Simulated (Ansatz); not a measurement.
# TaN (P-6m2) in Ansatz: equation of state

Aim: energy against volume of TaN in PBE, for its equilibrium volume and stiffness.

Everything below comes from runs of Ansatz 0.2.0. Logs are shortened: lines on timing, memory, paths and dates and some standing lists are left out, and cuts for length are marked.

## 1. The crystal as given

It takes space group P-6m2 (No. 187, hexagonal). The conventional cell has a = 2.938 Å, b = 2.938 Å, c = 2.883 Å, α = 90.00°, β = 90.00°, γ = 120.00°. Ta (site symmetry -6m2) is surrounded by 6 N at 2.23 Å. Around N (site symmetry -6m2) lie 6 Ta at 2.23 Å.

## 2. Single point, PBE, 10.13 Å³/atom (volume scaled by 0.94)

The input, input.yaml:

```yaml
crystal:
  lattice:
    - [2.8780250747, 0.0, 0.0]
    - [-1.4390125325, 2.4924428298, 0.0]
    - [0.0, 0.0, 2.8241489163]
  atoms:
    - { symbol: Ta, position: [0.3333333333, 0.6666666667, 0.5] }
    - { symbol: "N", position: [0.0, 0.0, 0.0] }
hamiltonian:
  xc: pbe
  pseudopotentials: { kind: paw }
kpoints:
  mp_grid: { grid: [10, 10, 9] }
scf:
  occupations: { method: fermi_dirac, width: 0.05 }
output:
  forces: true
  stress: true
  eigenvalues: true
  write_density: true
  write_potential: true
  elf: true
  volumetric_format: npy
```

Potentials or basis: Ansatz PAW.

Launch:

```
$ ansatz run input.yaml --threads 2 --pin off --max-ram 5632MiB --backend cpu --events-out ev --progress --plain --runs-dir out
```

Log:

```text
Warning: RAYON_NUM_THREADS=2 ignored (pool sized by the plan → 2); use --threads N
Engine: ansatz 0.2.0, aarch64-unknown-linux-gnu
Pseudopotentials: kind: paw
Pseudopotential: Ta, paw, valence charge 13, recommended cutoff 420 eV (normal), Ta.paw.azcp
Pseudopotential: N, paw, valence charge 5, recommended cutoff 420 eV (normal), N.paw.azcp
Functional definition: PBE
  parameter kappa = 0.804
  parameter beta = 0.06672455060314922
  exchange = pbe_x(kappa = kappa, mu = beta*pi^2/3)
  correlation = pbe_c(beta = beta)
Crystal: 2 atoms, lattice volume = 20.259 Å³
Basis set: ecut = 420 eV, 405 PW (Γ), exchange–correlation on 40×40×40 points (8 copies of the dense FFT grid, shifted against one another)
Bands: 13, of which v1, the nominal top of the filled ones, is band 9 counted from 1 (8 counted from 0)
Symmetry: 12 space group operations
Space group: P-6m2 (ITA 187), of the structure as read, at distance tolerance 2.7e-5 Å
k-points: 70 of 900 (time reversal used)
Non-local potential: Ta, projectors of the file, l = 0: 3, l = 1: 2, l = 2: 2, l = 3: 1
Non-local potential: N, projectors of the file, l = 0: 2, l = 1: 2, l = 2: 1
PAW form: soft (Blöchl's): semilocal exchange-correlation on the pseudo side does not see the compensation charge
PAW one-centre angular grid: Ta, 590 points (default); XC on 64 Gauss nodes
PAW one-centre angular grid: N, 110 points (default); XC on 64 Gauss nodes
Initial density: superposition of atomic densities (neutral atoms: chi_scale 0, normalization atom), corrected by the library's trained network
Initial wavefunctions: pseudopotential atomic-orbital guess
Functional: x = pbe(κ = 0.804, μ = 0.2195149727645171), c = pbe(β = 0.06672455060314922)
SCF iter   1: F=—  HF=-10318.390701 eV  |F-HF|=—  |Δ(HF+E_count)|=         —  Δρ=9.44e-3  dr2=1.05e-2  ethr=1.77e-3  ⟨swp⟩=6.1  Hψ=4702  notcnv=0
preconditioner: auto → none  [insulator: Δε(μ)=0.319 eV  Ē_g=11.627 eV  σ=0.050 eV  W_gap=0.92  n_scr=8 (ndim 8)  ℏωp=26.1 eV  f_vac=0.000  D(μ)=0.02/eV (n_scr^D=0)  ε∞_Penn≈6.0]
SCF iter   2: F=—  HF=-10318.390919 eV  |F-HF|=—  |Δ(HF+E_count)|=   2.18e-4  Δρ=4.42e-3  dr2=1.88e-3  ethr=5.85e-5  ⟨swp⟩=1.6  Hψ=1576  notcnv=0
SCF iter   3: F=—  HF=-10318.391277 eV  |F-HF|=—  |Δ(HF+E_count)|=   3.57e-4  Δρ=3.86e-4  dr2=1.15e-5  ethr=1.05e-5  ⟨swp⟩=2.5  Hψ=1407  notcnv=0
SCF iter   4: F=—  HF=-10318.391293 eV  |F-HF|=—  |Δ(HF+E_count)|=   1.67e-5  Δρ=8.11e-5  dr2=3.61e-7  ethr=6.41e-8  ⟨swp⟩=2.0  Hψ=1519  notcnv=0
iter 5 did not close the SCF: its close was put off for the readings that it lacked (scf_convergence_deferred on its scf_iter line)
SCF iter   5: F=-10318.391294 eV  HF=-10318.391294 eV  |F-HF|=1.25e-8  |Δ(HF+E_count)|=   4.91e-7  Δρ=1.22e-5  dr2=7.81e-9  ethr=2.00e-9  ⟨swp⟩=2.1  Hψ=1219  notcnv=0
SCF iter   6: F=-10318.391294 eV  HF=-10318.391294 eV  |F-HF|=2.00e-11  |Δ(HF+E_count)|=   1.39e-8  Δρ=1.06e-6  dr2=1.06e-10  ethr=4.34e-11  ⟨swp⟩=5.8  Hψ=5137  notcnv=0
SCF 1 converged in 6 iterations: F = -10318.391294 eV  dr2 = 1.06e-10
SCF converged after 6 iterations
Free energy (F): -10318.391294 eV
Harris-Foulkes:  -10318.391294 eV  (|F-HF|=2.00e-11)
Internal energy: -10318.391034 eV  (E = F + TS)
E sigma→0 (E₀):  -10318.391164 eV
Entropy (-TS):   -0.000260 eV (-0.130 meV/atom)
Fermi energy:    21.725682 eV
--- Per-component energies (eV) ---
  E_band       = -27.874918
  E_kinetic    = 504.974709
  E_local      = -561.759265  (includes V_loc(G=0)·N_el)
  E_nonlocal   = 60.801754
  E_hartree    = 193.201153
  E_xc         = -281.585189
  E_vxc        = -284.538671  (∫ρ·V_xc dr)
  E_paw        = -8525.116696  (= ΣΔE_a)
  E_vpaw       = -133.756060  (= ΣTr[D̂ρ^β])
  E_aug_tail   = 0.000248  (compensation charges beyond the density's cutoff)
  E_ewald      = -1708.907747
  E_smearing   = -0.000260  (= −TS)
  E_closure    = 0.000000  (closes the sum)
  Σ components = -10318.391294   (vs F -10318.391294, Δ=0.00e0)
--- Forces (eV/Å), atoms counted from 1 ---
  atom   1  Ta     0.00000000     0.00000000     0.00000000
  atom   2  N      0.00000000    -0.00000000     0.00000000
  max |Σ_I F_I| component: 9.25e-17 eV/Å
--- Stress (GPa, compression-positive) ---
       28.660549      -0.000000       0.000000
       -0.000000      28.660549       0.000000
        0.000000       0.000000      32.639689
  P = ⅓ Tr σ = 29.9869 GPa (299.869 kbar)
--- Band table (eV; the first three rows and the last of 70) ---
  k-point 0: bands = ["-46.6168", "-12.9567", "-12.6615", "-12.6615", "3.4303", "16.8075", "16.8075", "17.1636", "18.6505", "24.3227", "25.5282", "25.5282", "26.0433"]
  k-point 1: bands = ["-46.6090", "-13.1035", "-12.6498", "-12.6498", "3.7159", "16.3700", "16.9147", "16.9147", "19.3330", "24.2075", "24.2075", "24.7377", "26.8601"]
  k-point 2: bands = ["-46.5891", "-13.4596", "-12.6199", "-12.6199", "4.4770", "14.8386", "17.1904", "17.1904", "20.8329", "22.8024", "22.8024", "25.7477", "26.8255"]
  k-point 69: bands = ["-46.4426", "-13.7016", "-13.4887", "-13.2486", "5.5600", "13.0698", "14.8298", "17.5311", "21.1939", "26.6225", "27.0704", "28.7602", "29.5537"]
```

Run time: 1.1 s. Hardware: 2 threads of Arm Neoverse V2, shared host; peak memory 0.29 GiB.

What came out:

```
Free energy            : -10318.3913 eV
Pressure               : 30.0 GPa
Band gap on the k mesh : none (metal or under the smearing width)
```

Caveat: the pressure holds a Pulay correction of +0.5 GPa for the finite cutoff.

## 3. Single point, PBE, 10.34 Å³/atom (volume scaled by 0.96)

The input, input.yaml:

```yaml
crystal:
  lattice:
    - [2.8982935248, 0.0, 0.0]
    - [-1.4491467574, 2.5099958224, 0.0]
    - [0.0, 0.0, 2.8440379442]
  atoms:
    - { symbol: Ta, position: [0.3333333333, 0.6666666667, 0.5] }
    - { symbol: "N", position: [0.0, 0.0, 0.0] }
hamiltonian:
  xc: pbe
  pseudopotentials: { kind: paw }
kpoints:
  mp_grid: { grid: [10, 10, 9] }
scf:
  occupations: { method: fermi_dirac, width: 0.05 }
output:
  forces: true
  stress: true
  eigenvalues: true
```

Potentials or basis: Ansatz PAW.

Launch:

```
$ ansatz run input.yaml --threads 2 --pin off --max-ram 5632MiB --backend cpu --events-out ev --progress --plain --runs-dir out
```

Run time: 0.81 s. Hardware: 2 threads of Arm Neoverse V2, shared host; peak memory 0.28 GiB.

It converged, with:

```yaml
Free_energy: -10318.4592 eV
Pressure: 20.6 GPa
Band_gap_on_the_k_mesh: none (metal or under the smearing width)
```

Caveat: the pressure holds a Pulay correction of +0.5 GPa for the finite cutoff.

## 4. Single point, PBE, 10.56 Å³/atom (volume scaled by 0.98)

Edit input.yaml of step 3 so:

```diff
@@ -2,5 +2,5 @@
   lattice:
-    - [2.8982935248, 0.0, 0.0]
-    - [-1.4491467574, 2.5099958224, 0.0]
-    - [0.0, 0.0, 2.8440379442]
+    - [2.9182823876, 0.0, 0.0]
+    - [-1.4591411888, 2.5273066855, 0.0]
+    - [0.0, 0.0, 2.8636526189]
   atoms:
```

Launch:

```
$ ansatz run input.yaml --threads 2 --pin off --max-ram 5632MiB --backend cpu --events-out ev --progress --plain --runs-dir out
```

It took 0.81 s on 2 threads of Arm Neoverse V2, shared host; peak memory 0.28 GiB.

It converged, with:

```
Free energy            : -10318.5032 eV
Pressure               : 12.2 GPa
Band gap on the k mesh : none (metal or under the smearing width)
```

Caveat: the pressure holds a Pulay correction of +0.5 GPa for the finite cutoff.

## 5. Single point, PBE, 10.78 Å³/atom

Edit input.yaml of step 4 so:

```diff
@@ -2,5 +2,5 @@
   lattice:
-    - [2.9182823876, 0.0, 0.0]
-    - [-1.4591411888, 2.5273066855, 0.0]
-    - [0.0, 0.0, 2.8636526189]
+    - [2.93800111, 0.0, 0.0]
+    - [-1.46900055, 2.5443836, 0.0]
+    - [0.0, 0.0, 2.88300221]
   atoms:
```

Launch:

```
$ ansatz run input.yaml --threads 2 --pin off --max-ram 5632MiB --backend cpu --events-out ev --progress --plain --runs-dir out
```

Wall time 0.82 s (2 threads of Arm Neoverse V2, shared host); peak memory 0.28 GiB.

Results (log left out):

```yaml
Free_energy: -10318.5259 eV
Pressure: 4.7 GPa
Band_gap_on_the_k_mesh: none (metal or under the smearing width)
```

Caveat: the pressure holds a Pulay correction of +0.5 GPa for the finite cutoff.

## 6. Single point, PBE, 10.99 Å³/atom (volume scaled by 1.02)

Edit input.yaml of step 5 so:

```diff
@@ -2,5 +2,5 @@
   lattice:
-    - [2.93800111, 0.0, 0.0]
-    - [-1.46900055, 2.5443836, 0.0]
-    - [0.0, 0.0, 2.88300221]
+    - [2.957458638, 0.0, 0.0]
+    - [-1.478729314, 2.5612343136, 0.0]
+    - [0.0, 0.0, 2.9020954963]
   atoms:
```

Potentials or basis: Ansatz PAW.

Launch:

```
$ ansatz run input.yaml --threads 2 --pin off --max-ram 5632MiB --backend cpu --events-out ev --progress --plain --runs-dir out
```

Run time: 0.82 s. Hardware: 2 threads of Arm Neoverse V2, shared host; peak memory 0.29 GiB.

Results (log left out):

```yaml
Free_energy: -10318.5291 eV
Pressure: -2.1 GPa
Band_gap_on_the_k_mesh: none (metal or under the smearing width)
```

Caveat: the pressure holds a Pulay correction of +0.4 GPa for the finite cutoff.

## 7. Single point, PBE, 11.21 Å³/atom (volume scaled by 1.04)

Edit input.yaml of step 6 so:

```diff
@@ -2,5 +2,5 @@
   lattice:
-    - [2.957458638, 0.0, 0.0]
-    - [-1.478729314, 2.5612343136, 0.0]
-    - [0.0, 0.0, 2.9020954963]
+    - [2.976663453, 0.0, 0.0]
+    - [-1.4883317214, 2.5778661713, 0.0]
+    - [0.0, 0.0, 2.9209408003]
   atoms:
@@ -19 +19,5 @@
   eigenvalues: true
+  write_density: true
+  write_potential: true
+  elf: true
+  volumetric_format: npy
```

Launch:

```
$ ansatz run input.yaml --threads 2 --pin off --max-ram 5632MiB --backend cpu --events-out ev --progress --plain --runs-dir out
```

It took 1.1 s on 2 threads of Arm Neoverse V2, shared host; peak memory 0.29 GiB.

Results (log left out):

```yaml
Free_energy: -10318.5151 eV
Pressure: -8.2 GPa
Band_gap_on_the_k_mesh: none (metal or under the smearing width)
```

Caveat: the pressure holds a Pulay correction of +0.4 GPa for the finite cutoff.

## 8. Single point, PBE, 11.42 Å³/atom (volume scaled by 1.06)

The input, input.yaml:

```yaml
crystal:
  lattice:
    - [2.995623604, 0.0, 0.0]
    - [-1.4978117969, 2.5942861437, 0.0]
    - [0.0, 0.0, 2.9395460204]
  atoms:
    - { symbol: Ta, position: [0.3333333333, 0.6666666667, 0.5] }
    - { symbol: "N", position: [0.0, 0.0, 0.0] }
hamiltonian:
  xc: pbe
  pseudopotentials: { kind: paw }
kpoints:
  mp_grid: { grid: [10, 10, 9] }
scf:
  occupations: { method: fermi_dirac, width: 0.05 }
output:
  forces: true
  stress: true
  eigenvalues: true
```

Potentials or basis: Ansatz PAW.

Launch:

```
$ ansatz run input.yaml --threads 2 --pin off --max-ram 5632MiB --backend cpu --events-out ev --progress --plain --runs-dir out
```

Log:

```text
Warning: RAYON_NUM_THREADS=2 ignored (pool sized by the plan → 2); use --threads N
[... 9 set-up lines as earlier in the session ...]
Crystal: 2 atoms, lattice volume = 22.845 Å³
Basis set: ecut = 420 eV, 405 PW (Γ), exchange–correlation on 48×48×40 points (8 copies of the dense FFT grid, shifted against one another)
Bands: 13, of which v1, the nominal top of the filled ones, is band 9 counted from 1 (8 counted from 0)
[... 1 set-up line as earlier in the session ...]
Space group: P-6m2 (ITA 187), of the structure as read, at distance tolerance 2.8e-5 Å
k-points: 70 of 900 (time reversal used)
[... 24 lines left out ...]
Fermi energy:    19.038260 eV
--- Per-component energies (eV) ---
  E_band       = -73.704182
  E_kinetic    = 495.420272
  E_local      = -641.943387  (includes V_loc(G=0)·N_el)
  E_nonlocal   = 58.954872
  E_hartree    = 213.324071
  E_xc         = -278.827751
  E_vxc        = -280.878374  (∫ρ·V_xc dr)
  E_paw        = -8523.591792  (= ΣΔE_a)
  E_vpaw       = -131.905828  (= ΣTr[D̂ρ^β])
  E_aug_tail   = 0.000214  (compensation charges beyond the density's cutoff)
  E_ewald      = -1641.821536
  E_smearing   = -0.000367  (= −TS)
  E_closure    = 0.000000  (closes the sum)
  Σ components = -10318.485404   (vs F -10318.485404, Δ=0.00e0)
--- Forces (eV/Å), atoms counted from 1 ---
  atom   1  Ta    -0.00000000     0.00000000     0.00000000
  atom   2  N     -0.00000000     0.00000000     0.00000000
  max |Σ_I F_I| component: 2.04e-16 eV/Å
--- Stress (GPa, compression-positive) ---
      -13.378769       0.000000       0.000000
        0.000000     -13.378769       0.000000
        0.000000       0.000000     -14.441300
  P = ⅓ Tr σ = -13.7329 GPa (-137.329 kbar)
--- Band table (eV; the first three rows and the last of 70) ---
  k-point 0: bands = ["-49.6377", "-15.9868", "-15.7518", "-15.7518", "1.6463", "14.6546", "14.6546", "15.0259", "16.1141", "20.7429", "22.2894", "22.2894", "22.6624"]
  k-point 1: bands = ["-49.6333", "-16.0797", "-15.7443", "-15.7443", "1.8684", "14.1070", "14.7479", "14.7479", "16.8642", "21.1536", "21.1536", "21.2029", "23.3871"]
  k-point 2: bands = ["-49.6218", "-16.3083", "-15.7252", "-15.7252", "2.4667", "12.5848", "14.9885", "14.9885", "18.2361", "19.9641", "19.9641", "22.2696", "23.4210"]
  k-point 69: bands = ["-49.5376", "-16.4907", "-16.2995", "-16.1440", "3.5867", "11.3996", "12.6284", "14.9711", "18.4415", "22.9239", "23.5388", "24.9819", "25.7572"]
```

Run time: 0.84 s. Hardware: 2 threads of Arm Neoverse V2, shared host; peak memory 0.29 GiB.

Results:

* Free energy: -10318.4854 eV
* Pressure: -13.7 GPa
* Band gap on the k mesh: none (metal or under the smearing width)

Caveat: the pressure holds a Pulay correction of +0.4 GPa for the finite cutoff.

## 9. Equation of state, PBE

Potentials or basis: Ansatz PAW.

No new run: the results of the series are fitted here.

Results:

```yaml
Equilibrium_volume: 10.92 Å³/atom
Bulk_modulus_at_fixed_shape_and_positions: 338 GPa
Pressure_derivative_of_the_bulk_modulus: 4.3
```

Energy against volume, from the lowest point:
| volume (Å³/atom) | energy (meV/atom) |
| --- | --- |
| 10.129 | 68.93 |
| 10.345 | 34.96 |
| 10.560 | 12.96 |
| 10.776 | 1.65 |
| 10.991 | 0.00 |
| 11.207 | 7.03 |
| 11.422 | 21.87 |

Caveat: the cell was scaled at fixed shape and fractional positions, which overstates the stiffness of a crystal with free parameters, most of all of layers and chains.
